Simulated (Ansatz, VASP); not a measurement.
# SrCl2 in VASP and in Ansatz

INCAR

```
SYSTEM = SrCl2
ALGO = Normal
EDIFF = 1E-6
ENCUT = 520
GGA = CA
ISIF = 2
ISMEAR = -1
LASPH = .TRUE.
LCHARG = .FALSE.
LREAL = .FALSE.
LWAVE = .FALSE.
NBANDS = 19
NELM = 100
PREC = Accurate
SIGMA = 0.01
```

The input KPOINTS:

```
k-points
0
G
  8 8 8
  0 0 0
```

File POSCAR:

```
SrCl2
1.0
    0.0000000000      3.4855000000      3.5552100000
    3.4855000000      0.0000000000      3.5552100000
    3.4855000000      3.4855000000      0.0000000000
Sr Cl
1 2
Direct
    0.0000000000      0.0000000000      0.0000000000
    0.2500000000      0.2500000000      0.2500000000
    0.7500000000      0.7500000000      0.7500000000
```

Input for Ansatz:

```yaml
crystal:
  lattice:
    - [0.0, 3.4855, 3.55521]
    - [3.4855, 0.0, 3.55521]
    - [3.4855, 3.4855, 0.0]
  atoms:
    - { symbol: Sr, position: [0.0, 0.0, 0.0] }
    - { symbol: Cl, position: [0.25, 0.25, 0.25] }
    - { symbol: Cl, position: [0.75, 0.75, 0.75] }
kpoints:
  mp_grid: { grid: [8, 8, 8] }
  band_path:
    path:
      - [0.0, 0.0, 0.0]
      - [0.0, 0.5, 0.5]
      - [0.25, 0.75, 0.5]
      - [0.0, 0.5, 0.0]
      - [0.0, 0.0, 0.0]
      - [0.5, 0.5, 0.0]
      - [0.3701460977, 0.6298539023, 0.0]
      - [-0.3701460977, 0.3701460977, 0.0]
      - [0.0, 0.0, 0.0]
    npoints: 5
scf:
  occupations: { method: fermi_dirac, width: 0.01 }
hamiltonian:
  xc: lda
  pseudopotentials: { kind: all_electron, lapw: { basis_error: 0.001 } }
output:
  forces: true
  stress: true
  eigenvalues: true
```

Change from the starting cell: zz strain of +2 %.

Alike in both runs: task single point; functional LDA; k mesh 8 × 8 × 8; occupations fermi-dirac, width 0.01 eV; no spin polarisation.

```csv
,VASP,Ansatz
version,VASP 6.6.1,Ansatz 0.2.0
potentials or method,"VASP PAW LDA potentials, release 64 (Sr_sv, Cl)","all-electron LAPW, scalar-relativistic"
plane-wave cutoff (eV),520,see its input
```

```csv
,VASP,Ansatz,Ansatz less VASP
gap on the k mesh at the Fermi level (eV),4.77,4.77,-0.005
pressure (GPa),-3.2,-3.3,-0.10
largest component of the traceless stress (GPa),0.64,0.64,+0.004
```

Ansatz ran all-electron here, so the differences hold the error of VASP's frozen core and of both bases.

A k mesh can miss the band edges.
